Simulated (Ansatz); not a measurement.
A plane-wave DFT run in Ansatz 0.2.0 (scalar-relativistic PAW potentials unless the input names others): input and command.

```yaml
crystal:
  lattice:
    - [-3.8462043731, 0.0, 0.0]
    - [-1.9231021865, -3.3309106952, 0.0]
    - [-3.3654288264, -1.9430312389, 18.8985751533]
  atoms:
    - { symbol: Zn, position: [-0.1926451681, -0.1926451681, 0.7706488596] }
    - { symbol: Zn, position: [0.4323548319, 0.4323548319, 0.2706488596] }
    - { symbol: Zn, position: [0.2378528856, 0.2378528856, 0.6040807676] }
    - { symbol: Zn, position: [0.8628528856, 0.8628528856, 0.1040807676] }
    - { symbol: Zn, position: [0.0433594244, 0.0433594244, 0.9374981296] }
    - { symbol: Zn, position: [0.6683594244, 0.6683594244, 0.4374981296] }
    - { symbol: S, position: [0.3594417807, 0.3594417807, 0.3956426616] }
    - { symbol: S, position: [0.7344417807, 0.7344417807, 0.8956426616] }
    - { symbol: S, position: [0.2204535389, 0.2204535389, 0.0624796476] }
    - { symbol: S, position: [0.5954535389, 0.5954535389, 0.5624796476] }
    - { symbol: S, position: [0.1650772884, 0.1650772884, 0.7288389341] }
    - { symbol: S, position: [0.7900772884, 0.7900772884, 0.2288389341] }
basis:
  ecutwfc: 420
  ecutrho_ratio: 6
kpoints:
  mp_grid: { grid: [8, 8, 2] }
hamiltonian:
  xc: pbe
  dispersion: d3bjatm
scf:
  occupations: { method: gaussian, width: 0.05 }
output:
  forces: true
  eigenvalues: true
  stress: true
```

```bash
ansatz run input.yaml --threads 2 --pin off --max-ram 5120MiB --backend cpu --events-out ev --progress --plain --runs-dir out
```

Abridged log:
```
Basis set: ecut = 420 eV, 4715 PW (Γ), exchange–correlation on 64×64×320 points (8 copies of the dense FFT grid, shifted against one another)
Bands: 66, of which v1, the nominal top of the filled ones, is band 54 counted from 1 (53 counted from 0)
Symmetry: 2 space group operations
k-points: 42 of 128 (time reversal used)
SCF iter   1: F=—  HF=-25339.137769 eV  |F-HF|=—  |Δ(HF+E_count)|=         —  Δρ=1.01e-3  dr2=1.42e-2  ethr=1.77e-3  ⟨swp⟩=8.9  Hψ=12113  notcnv=0  defer=34
SCF iter   2: F=—  HF=-25339.138048 eV  |F-HF|=—  |Δ(HF+E_count)|=   2.79e-4  Δρ=6.21e-4  dr2=4.57e-3  ethr=1.32e-5  ⟨swp⟩=1.9  Hψ=4684  notcnv=0  defer=85
SCF iter   3: F=—  HF=-25339.137763 eV  |F-HF|=—  |Δ(HF+E_count)|=   2.86e-4  Δρ=7.04e-4  dr2=8.62e-4  ethr=4.24e-6  ⟨swp⟩=2.0  Hψ=4561  notcnv=0  defer=4
automatic band count: iteration 3 solves 63 bands in place of 66: the levels show a gap, and the empty bands left out lie too high to hold charge; the band table lists the bands solved (type scf.n_extra_bands for more)
SCF iter   4: F=—  HF=-25339.137296 eV  |F-HF|=—  |Δ(HF+E_count)|=   4.66e-4  Δρ=1.75e-4  dr2=1.29e-4  ethr=7.98e-7  ⟨swp⟩=2.0  Hψ=4549  notcnv=0  defer=4
SCF iter   5: F=—  HF=-25339.137283 eV  |F-HF|=—  |Δ(HF+E_count)|=   1.35e-5  Δρ=6.00e-5  dr2=1.67e-5  ethr=1.20e-7  ⟨swp⟩=2.0  Hψ=4604  notcnv=0  defer=4
SCF iter   6: F=—  HF=-25339.137387 eV  |F-HF|=—  |Δ(HF+E_count)|=   1.04e-4  Δρ=2.39e-5  dr2=1.72e-6  ethr=1.54e-8  ⟨swp⟩=2.0  Hψ=4760  notcnv=0  defer=54
SCF iter   7: F=—  HF=-25339.137389 eV  |F-HF|=—  |Δ(HF+E_count)|=   1.86e-6  Δρ=2.57e-5  dr2=9.19e-7  ethr=1.59e-9  ⟨swp⟩=2.0  Hψ=4712  notcnv=0  defer=54
SCF iter   8: F=-25339.137388 eV  HF=-25339.137388 eV  |F-HF|=7.00e-8  |Δ(HF+E_count)|=   4.64e-7  Δρ=5.65e-6  dr2=7.59e-8  ethr=9.26e-11  ⟨swp⟩=8.1  Hψ=13302  notcnv=0
SCF 1 converged in 8 iterations: F = -25339.137388 eV  dr2 = 7.59e-8
SCF converged after 8 iterations
Free energy (F): -25339.137388 eV
Harris-Foulkes:  -25339.137388 eV  (|F-HF|=7.00e-8)
Internal energy: -25339.137388 eV  (E = F + TS)
E sigma→0 (E₀):  -25339.137388 eV
Fermi energy:    6.475437 eV
  E_disp       = -3.381471  (pairwise vdW)
--- Forces (eV/Å), atoms counted from 1 ---
  atom   1  Zn    -0.00469819    -0.00271250    -0.10894981
  atom   2  Zn    -0.00482577    -0.00278616    -0.11934882
  atom   3  Zn     0.00073858     0.00042642    -0.10625384
  atom   4  Zn     0.06174887     0.03565073     0.11760889
  atom   5  Zn    -0.29812462    -0.17212233     0.11840549
  atom   6  Zn    -0.00001532    -0.00000885    -0.10560041
  atom   7  S      0.00139470     0.00080523     0.10935514
  atom   8  S     -0.01691706    -0.00976707     0.26156769
  atom   9  S      0.24298206     0.14028576    -0.49935554
  atom  10  S      0.00020326     0.00011735     0.10650371
  atom  11  S      0.00440731     0.00254456     0.09584871
  atom  12  S      0.01310679     0.00756721     0.13021694
--- Stress (GPa, compression-positive) ---
       -3.256402      -0.498533       0.546943
       -0.498533      -2.680745       0.315778
        0.546943       0.315778      -2.391492
  P = ⅓ Tr σ = -2.7762 GPa (-27.762 kbar)
```

Apart from outputs and empty bands, the input differs from a reference run on usual settings in basis.ecutrho_ratio: not typed → 6; hamiltonian.dispersion: not typed → "d3bjatm". The reference, at the same geometry (not necessarily relaxed), gave pressure -0.45 GPa, largest force 0.579 eV/Å, gap on the mesh 1.54 eV. This run converged in 8 SCF iterations (reference: 8) with an energy at zero smearing 282 meV/atom below the reference's (the Hamiltonian itself differs), pressure -2.78 GPa, largest force 0.573 eV/Å, gap on the mesh 1.54 eV.

Time: 27 s on 2 threads of Intel(R) Xeon(R) Platinum 8259CL CPU @ 2.50GHz (Skylake/Cascade Lake), with other jobs on the host, peak memory 0.88 GiB.